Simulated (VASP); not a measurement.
# K (Fm-3m) in VASP: a series of runs

Runs on K. Level: PBE+D3(BJ). Tasks: single point, relaxation of cell and atoms.

Everything below comes from runs of VASP 6.6.1. Logs are shortened: lines on timing, memory, paths and dates and some standing lists are left out, and cuts for length are marked.

## Step 1: Starting point

Symmetry: Fm-3m, No. 225, cubic system. The conventional cell has a = 6.520 Å, b = 6.520 Å, c = 6.520 Å, α = 90.00°, β = 90.00°, γ = 90.00°.

This isn't the form of K at room conditions, which is bcc.

## Step 2: Single point, PBE+D3(BJ)

Input file INCAR:

```
PREC = Accurate
ENCUT = 520
EDIFF = 1E-6
ISMEAR = 0
SIGMA = 0.1
LREAL = False
LASPH = True
NELM = 80
ALGO = Normal
ISIF = 2
LWAVE = False
LCHARG = True
GGA = PE
IVDW = 12
LELF = True
LVHAR = True
NBANDS = 10
```

Input file KPOINTS:

```
regular mesh
0
Gamma
  12 12 12
```

Input file POSCAR:

```
K
1.0
    0.0000000000      3.2597531122      3.2597531122
    3.2597531122      0.0000000000      3.2597531122
    3.2597531122      3.2597531122      0.0000000000
K
1
Direct
    0.0000000000      0.0000000000      0.0000000000
```

Potentials or basis: VASP PAW PBE potentials, release 64 (K_sv).

Run with:

```
> cat potpaw_PBE.64/K_sv/POTCAR > POTCAR
> mpirun -np 1 vasp_std > vasp.out
```

OUTCAR:

```text
PREC = Accurate
   ENCUT = 520
   EDIFF = 1E-6
   ISMEAR = 0
   LREAL = False
   LASPH = True
   NELM = 80
   ISIF = 2
   GGA = PE
   IVDW = 12
 IVDW          = 12

 ion  position               nearest neighbor table
   1  0.000  0.000  0.000-

  LATTYP: Found a face centered cubic cell.
 ALAT       =     6.5195062244

  Lattice vectors:

 A1 = (   0.0000000000,   3.2597531122,   3.2597531122)
 A2 = (   3.2597531122,   0.0000000000,   3.2597531122)
 A3 = (   3.2597531122,   3.2597531122,   0.0000000000)

Analysis of symmetry for initial positions (statically):
=====================================================================
 Subroutine PRICEL returns:
 Original cell was already a primitive cell.

 Routine SETGRP: Setting up the symmetry group for a
 face centered cubic supercell.

 Subroutine GETGRP returns: Found 48 space group operations
 (whereof 48 operations were pure point group operations)
 out of a pool of 48 trial point group operations.

The static configuration has the point symmetry O_h .

Analysis of symmetry for dynamics (positions and initial velocities):
=====================================================================
 Subroutine PRICEL returns:
 Original cell was already a primitive cell.

 Routine SETGRP: Setting up the symmetry group for a
 face centered cubic supercell.

 Subroutine GETGRP returns: Found 48 space group operations
 (whereof 48 operations were pure point group operations)
 out of a pool of 48 trial point group operations.

The dynamic configuration has the point symmetry O_h .

 Subroutine INISYM returns: Found 48 space group operations
 (whereof 48 operations are pure point group operations),
 and found     1 'primitive' translations

----------------------------------------------------------------------------------------

                                     Primitive cell

  volume of cell :      69.2762

  direct lattice vectors                    reciprocal lattice vectors
     0.000000000  3.259753112  3.259753112    -0.153385849  0.153385849  0.153385849
     3.259753112  0.000000000  3.259753112     0.153385849 -0.153385849  0.153385849
     3.259753112  3.259753112  0.000000000     0.153385849  0.153385849 -0.153385849

  length of vectors
     4.609987061  4.609987061  4.609987061     0.265672084  0.265672084  0.265672084

  position of ions in fractional coordinates (direct lattice)
     0.000000000  0.000000000  0.000000000

  ion indices of the primitive-cell ions
   primitive index   ion index
                 1           1

----------------------------------------------------------------------------------------

 KPOINTS: regular mesh

Automatic generation of k-mesh.
 Grid dimensions read from file:
 generate k-points for:   12   12   12

 Generating k-lattice:

  Cartesian coordinates                     Fractional coordinates (reciprocal lattice)
    -0.012782154  0.012782154  0.012782154     0.083333333  0.000000000  0.000000000
     0.012782154 -0.012782154  0.012782154     0.000000000  0.083333333  0.000000000
     0.012782154  0.012782154 -0.012782154     0.000000000  0.000000000  0.083333333

  Length of vectors
     0.022139340  0.022139340  0.022139340

  Shift w.r.t. Gamma in fractional coordinates (k-lattice)
     0.000000000  0.000000000  0.000000000

 Subroutine IBZKPT returns following result:
 ===========================================

 Found     72 irreducible k-points:

 Following reciprocal coordinates:
            Coordinates               Weight
  0.000000  0.000000  0.000000      1.000000
  0.083333  0.000000  0.000000      8.000000
  0.166667  0.000000  0.000000      8.000000
  0.250000  0.000000  0.000000      8.000000
  0.333333  0.000000  0.000000      8.000000
  0.416667  0.000000  0.000000      8.000000
[... 16 lines left out ...]
  0.500000  0.166667  0.000000     24.000000
 -0.416667  0.166667  0.000000     24.000000
 [... further k-points ...]
   k-points           NKPTS =     72   k-points in BZ     NKDIM =     72   number of bands    NBANDS=     10
   number of dos      NEDOS =    301   number of ions     NIONS =      1
   total plane-waves  NPLWV =  46656
   dimension x,y,z NGX =    36 NGY =   36 NGZ =   36
   dimension x,y,z NGXF=    72 NGYF=   72 NGZF=   72
   ions per type =               1
   NGX,Y,Z   is equivalent  to a cutoff of  12.98, 12.98, 12.98 a.u.
   NGXF,Y,Z  is equivalent  to a cutoff of  25.96, 25.96, 25.96 a.u.
 SYSTEM =  unknown system
   PREC   = accura    normal or accurate (medium, high low for compatibility)
   ISTART =      0    job   : 0-new  1-cont  2-samecut
   ICHARG =      2    charge: 1-file 2-atom 10-const
   ISPIN  =      1    spin polarized calculation?
   LNONCOLLINEAR =      F non collinear calculations
   LSORBIT =      F    spin-orbit coupling
   LASPH  =      T    aspherical Exc in radial PAW
   ENCUT  =  520.0 eV  38.22 Ry    6.18 a.u.   8.57  8.57  8.57*2*pi/ulx,y,z
   NELM   =     80;   NELMIN=  2; NELMDL= -5     # of ELM steps
   EDIFF  = 0.1E-05   stopping-criterion for ELM
   LREAL  =      F    real-space projection
   EDIFFG = 0.1E-04   stopping-criterion for IOM
   NSW    =      0    number of steps for IOM
   IBRION =     -1    ionic relax: 0-MD 1-quasi-New 2-CG
   NFREE  =      0    steps in history (QN), initial steepest desc. (CG)
   ISIF   =      2    stress and relaxation
   ISYM   =      2    0-nonsym 1-usesym 2-fastsym
   POTIM  = 0.5000    time-step for ionic-motion
   TEBEG  =    0.0;   TEEND  =   0.0 temperature during run
   PSTRESS=    0.0 pullay stress
   NELECT =       9.0000    total number of electrons
   NUPDOWN=      -1.0000    fix difference up-down
   EMIN   =  10.00;   EMAX   =-10.00  energy-range for DOS
   EFERMI =   0.00;   METHOD = LEGACY
   ISMEAR =     0;   SIGMA  =   0.10  broadening in eV -4-tet -1-fermi 0-gaus
   EFERMI_NEDOS =   21; number of points for ismear=-14 and -15
   IALGO  =     38    algorithm
   IMIX   =      4    mixing-type and parameters
     AMIX     =   0.40;   BMIX     =  1.00
     AMIX_MAG =   1.60;   BMIX_MAG =  1.00
  volume/ion in A,a.u.               =      69.28       467.50
  Fermi-wavevector in a.u.,A,eV,Ry     =   0.829140  1.566847  9.353630  0.687472
  Thomas-Fermi vector in A             =   1.941636
   LORBIT       =      0    0 simple, 1 ext, 2 COOP (PROOUT), +10 PAW based schemes
   GGA     = PE    functional components
   LHFCALC =     F    Hartree Fock is set to
   AEXX    =    0.0000 exact exchange contribution
   IVDW    =    12    specifies the selected vdW correction
   LEPSILON=     F    determine dielectric tensor
   LRPA    =     F    only Hartree local field effects (RPA)
 non-spin polarized calculation
 Gauss-broadening in eV      SIGMA  =   0.10
  energy-cutoff  :      520.00
  volume of cell :       69.28
 maximum number of plane-waves:      1892
 NGX is ok and might be reduce to    36
   NGX = 17   NGY = 17   NGZ = 17

 number of electron       9.0000001 magnetization

 Free energy of the ion-electron system (eV)
  ---------------------------------------------------
  ext. energy  EPLUGINS =         0.00000000
  ---------------------------------------------------
  free energy    TOTEN  =        -1.04648413 eV

  energy without entropy =       -1.04276888  energy(sigma->0) =       -1.04462650

 E-fermi :  -0.0013     XC(G=0):  -5.7971

 val. band max:       -0.0581137480   @ k =   0.5000   0.2500   0.0833
 cond. band min:       0.0185680553   @ k =  -0.4167   0.0833   0.0000
 fundamental gap:      0.0766818033
 Fermi energy:        -0.0013289711

 k-point     1 :       0.0000    0.0000    0.0000
  band No.  band energies     occupation
      1     -32.0780      2.00000
      2     -15.5239      2.00000
      3     -15.5239      2.00000
      4     -15.5239      2.00000
      5      -2.2272      2.00000
      6       4.2822      0.00000
      7       4.2822      0.00000
      8       4.2822      0.00000
      9       5.5799      0.00000
     10       5.5799      0.00000

 k-point     2 :       0.0833    0.0000    0.0000
  band No.  band energies     occupation
      1     -32.0776      2.00000
      2     -15.5295      2.00000
      3     -15.5247      2.00000
      4     -15.5247      2.00000
      5      -2.1414      2.00000
      6       4.0473      0.00000
      7       4.3168      0.00000
      8       4.3168      0.00000
      9       5.5012      0.00000
     10       5.5012      0.00000

 k-point     3 :       0.1667    0.0000    0.0000
  band No.  band energies     occupation
      1     -32.0767      2.00000
      2     -15.5448      2.00000
      3     -15.5268      2.00000
      4     -15.5268      2.00000
      5      -1.8880      2.00000
      6       3.4926      0.00000
      7       4.3766      0.00000
      8       4.3766      0.00000
      9       5.3818      0.00000
     10       5.3818      0.00000

 k-point     4 :       0.2500    0.0000    0.0000
  band No.  band energies     occupation
      1     -32.0755      2.00000
      2     -15.5655      2.00000
      3     -15.5296      2.00000
      4     -15.5296      2.00000
      5      -1.4790      2.00000
      6       2.7983      0.00000
      7       4.3451      0.00000
      8       4.3451      0.00000
      9       5.4504      0.00000
     10       5.4504      0.00000
[... 222 lines left out ...]
 k-point    22 :       0.4167    0.1667    0.0000
  band No.  band energies     occupation
      1     -32.0732      2.00000
      2     -15.5890      2.00000
      3     -15.5429      2.00000
      4     -15.5398      2.00000
      5      -0.4602      2.00000
      6       1.9204      0.00000
      7       3.4507      0.00000
      8       4.3069      0.00000
      9       5.2610      0.00000
     10       6.3227      0.00000

 k-point    23 :       0.5000    0.1667    0.0000
  band No.  band energies     occupation
      1     -32.0726      2.00000
      2     -15.5978      2.00000
      3     -15.5473      2.00000
      4     -15.5399      2.00000
      5       0.2091      0.00293
      6       1.1854      0.00000
      7       3.3178      0.00000
      8       4.2434      0.00000
      9       5.4765      0.00000
     10       6.4305      0.00000

 k-point    24 :      -0.4167    0.1667    0.0000
  band No.  band energies     occupation
      1     -32.0725      2.00000
      2     -15.5985      2.00000
      3     -15.5500      2.00000
      4     -15.5382      2.00000
      5       0.4445      0.00000
      6       0.9473      0.00000
      7       3.2412      0.00000
      8       4.2411      0.00000
      9       5.6909      0.00000
     10       6.1117      0.00000

 [... further k-points ...]

------------------------ aborting loop because EDIFF is reached ----------------------------------------

 Edisp (eV)   -0.12018

 E8    (eV) :    -0.0646

  FORCE on cell =-STRESS in cart. coord.  units (eV):
  Direction    XX          YY          ZZ          XY          YZ          ZX
  --------------------------------------------------------------------------------------
  -------------------------------------------------------------------------------------
  Total      -0.01100    -0.01100    -0.01100     0.00000    -0.00000    -0.00000
  in kB      -0.25431    -0.25431    -0.25431     0.00000    -0.00000    -0.00000
  external pressure =       -0.25 kB  Pullay stress =        0.00 kB

 VOLUME and BASIS-vectors are now :
 -----------------------------------------------------------------------------
  energy-cutoff  :      520.00
  volume of cell :       69.28
      direct lattice vectors                 reciprocal lattice vectors
     0.000000000  3.259753112  3.259753112    -0.153385849  0.153385849  0.153385849
     3.259753112  0.000000000  3.259753112     0.153385849 -0.153385849  0.153385849
     3.259753112  3.259753112  0.000000000     0.153385849  0.153385849 -0.153385849

 POSITION                                       TOTAL-FORCE (eV/Angst)
 -----------------------------------------------------------------------------------
      0.00000      0.00000      0.00000         0.000000      0.000000     -0.000000
 -----------------------------------------------------------------------------------
    total drift:                               -0.000000      0.000000      0.000000

  FREE ENERGIE OF THE ION-ELECTRON SYSTEM (eV)
  ---------------------------------------------------
  free  energy   TOTEN  =        -1.1666625290 eV

  energy  without entropy=       -1.1629472812  energy(sigma->0) =       -1.16480491
```

Run time: 56 s. Hardware: 1 thread of Intel Xeon Platinum 8488C (Sapphire Rapids), shared host; peak memory 0.21 GiB.

Results:

```yaml
Free_energy: -1.1667 eV
Pressure: 0.0 GPa
Band_gap_on_the_k_mesh: none (metal or under the smearing width)
Dispersion_energy_per_atom: -0.120 eV
```

Caveat: pairwise dispersion overbinds metals, which lowers pressure and volume.

## Step 3: Relaxation of cell and atoms, PBE+D3(BJ)

Input file INCAR:

```
PREC = Accurate
ENCUT = 600
EDIFF = 1E-6
ISMEAR = 0
SIGMA = 0.1
LREAL = F
LASPH = T
NELM = 100
ALGO = Fast
ISIF = 3
LWAVE = F
LCHARG = F
GGA = PE
IVDW = 12
IBRION = 2
NSW = 100
EDIFFG = -0.005
```

KPOINTS is that of step 2.

POSCAR is that of step 2.

Potentials or basis: VASP PAW PBE potentials, release 64 (K_sv).

Run with:

```
> cat potpaw_PBE.64/K_sv/POTCAR > POTCAR
> mpirun -np 1 vasp_std > vasp.out
```

Run time: 58 s. Hardware: 1 thread of Intel Xeon Platinum 8488C (Sapphire Rapids), shared host; peak memory 0.26 GiB.

Results (log left out):

```
Free energy                            : -1.1668 eV
Relaxed volume                         : 69.22 Å³/atom
Relaxed cell                           : a = 4.609 Å, b = 4.609 Å, c = 4.609 Å, α = 60.00°, β = 60.00°, γ = 60.00°
Space group after relaxing (to 0.05 Å) : Fm-3m (No. 225)
Energy gained by relaxing              : 0.0 meV/atom
Ionic steps                            : 2
Pressure after relaxing                : 0.0 GPa
Band gap on the k mesh                 : none (metal or under the smearing width)
Dispersion energy per atom             : -0.120 eV
```

Final structure:
```xyz
1
Lattice="0.0000 3.2589 3.2589 3.2589 0.0000 3.2589 3.2589 3.2589 0.0000" Properties=species:S:1:pos:R:3 pbc="T T T"
K     0.0000    0.0000    0.0000
```

Levels at points of the mesh, in eV from the Fermi level:
```csv
k point,band 1,band 2,band 3,band 4,band 5,band 6,band 7,band 8
"(0.00, 0.00, 0.00)",-32.08,-15.52,-15.52,-15.52,-2.23,4.28,4.28,4.28
"(0.50, 0.00, 0.00)",-32.07,-15.60,-15.53,-15.53,0.34,0.59,4.06,4.06
"(0.50, 0.50, 0.00)",-32.07,-15.60,-15.55,-15.55,0.91,1.47,2.34,5.16
```

Caveat: pairwise dispersion overbinds metals, which lowers pressure and volume.
